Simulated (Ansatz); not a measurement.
Equation of state of Se

Space group P3_221 (No. 154). a = 4.355 Å, b = 4.355 Å, c = 4.949 Å, α = 90.00°, β = 90.00°, γ = 120.00°
| atom | site | symmetry | x | y | z |
| --- | --- | --- | --- | --- | --- |
| Se | 3b | .2. | 0.2170 | 0.0000 | 0.1667 |

The runs use the primitive cell with vectors (4.355, 0.000, 0.000), (-2.178, 3.772, 0.000), (0.000, 0.000, 4.949) Å, to which the k mesh refers.

The geometry is COD entry 9008579, unchecked; take it as a test cell.

Levels of theory: DFT, PBEsol, all-electron LAPW, scalar-relativistic (Ansatz 0.2.0); DFT, PBEsol, PAW with Ansatz's default frozen-core files, scalar-relativistic (Ansatz 0.2.0).

For LAPW: a Γ-centred 8×8×6 k mesh, Fermi–Dirac smearing of 0.02 eV, basis error target 1 meV/atom, no spin polarisation. PAW takes a cutoff of 420 eV at this cell (files made with PBE, cores remade for this functional). The Ansatz runs share mesh, smearing and spin set-up. Plane-wave (PAW) pressures include the program's estimate of the Pulay term.

The cell above is scaled evenly, with fractional coordinates and shape held.

(1) Estimate the equilibrium volume and bulk modulus that LAPW (all electrons) gives for this fixed shape.

## Answers

(1) V0 = 28.46 Å³/atom, B0 = 53 GPa, B0′ = 4.4, from a third-order Birch–Murnaghan fit to these pressures:
| V/V(cell) | V (Å³/atom) | P, LAPW (GPa) | P, PAW (GPa) | gap on the k mesh, LAPW (eV) | free energy over the lowest listed, PAW (meV/atom) |
| --- | --- | --- | --- | --- | --- |
| 0.9400 | 25.474 | 7.47 | 7.48 | 1.14 | 62.8 |
| 0.9600 | 26.016 | 5.78 | 5.79 | 1.12 | 40.4 |
| 0.9800 | 26.558 | 4.26 | 4.26 | 1.10 | 23.4 |
| 0.9900 | 26.829 | 3.55 | 3.56 | 1.09 | 16.8 |
| 1.0000 | 27.100 | 2.88 | 2.89 | 1.08 | 11.4 |
| 1.0100 | 27.371 | 2.25 | 2.25 | 1.07 | 7.0 |
| 1.0200 | 27.642 | 1.65 | 1.65 | 1.06 | 3.7 |
| 1.0400 | 28.184 | 0.53 | 0.53 | 1.04 | 0.1 |
| 1.0600 | 28.726 | -0.48 | -0.47 | 1.02 | 0.0 |
